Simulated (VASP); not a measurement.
Input of a VASP 6.6.1 run:

Contents of INCAR:

```
PREC = Accurate
ENCUT = 600
EDIFF = 1E-6
ISMEAR = 0
SIGMA = 0.03
LREAL = False
LASPH = True
NELM = 80
ALGO = Normal
ISIF = 3
LWAVE = False
LCHARG = False
IBRION = 2
NSW = 90
EDIFFG = -0.01
```

Contents of KPOINTS:

```
regular mesh
0
Gamma
  12 12 10
```

The input POSCAR:

```
As
1.0
    1.8807968987      1.0858785957      3.5140619945
   -1.8807968987      1.0858785957      3.5140619945
    0.0000000000     -2.1717571915      3.5140619945
As
2
Direct
    0.7740000000      0.7740000000      0.7740000000
    0.2260000000      0.2260000000      0.2260000000
```

Potentials or basis: VASP PAW LDA potentials, release 64 (As).

The run is started by

```sh
$ cat potpaw_LDA.64/As/POTCAR > POTCAR
$ mpirun -np 1 vasp_std > vasp.out
```

Q: Estimate the band gap on the k mesh.

A: None (metal or under the smearing width).

Q: Estimate the relaxed cell.

A: a = 3.974 Å, b = 3.974 Å, c = 3.974 Å, α = 56.55°, β = 56.55°, γ = 56.55°.

Q: What does it give for the relaxed volume?

A: 20.43 Å³/atom.

Forces in eV/Å, atoms in the order of the input:
```
As   0.000  0.000  0.008
As   0.000  0.000 -0.008
```

LDA usually gives volumes a few per cent too small. Zero-point motion and thermal expansion aren't in these numbers.
